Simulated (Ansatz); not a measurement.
A (111) slab of relaxed bulk Rh (Fm-3m, 14.05 Å³/atom, gap on the mesh 0.00 eV), 3 planes in a 3×3 cell with the lowest 1 held; added atoms sit on lattice sites of the next plane. A dipole correction is on. The surface energy is the mean of the held and the free face; step energies are per length and the mean of the stripe's two steps, which run along the shortest translation of the plane; step and island energies count from the flat slab and bulk atoms.

Theory: DFT PBE, scalar-relativistic, plane waves, PAW (Ansatz).

Cutoff 420 eV, Gaussian smearing of 0.10 eV, energies at zero smearing, symmetry of each start kept, no spin polarisation.

```
            start atoms k mesh surface energy (J/m²) island energy (eV)
        flat slab     27   4×4×1                   2.05                   -
island of 1 atom     28   4×4×1                      -                1.55
island of 2 atoms     29   4×4×1                      -                2.42
```

Zero in every row: gap on the mesh (eV).

Small energy differences in metals hang on the k mesh (about 10 mJ/m² or 1 to 2 meV/atom on the mesh of the relaxation).

Cost: 3 runs of about 2.2 core-hours in all, on Arm Neoverse N1 (shared hosts).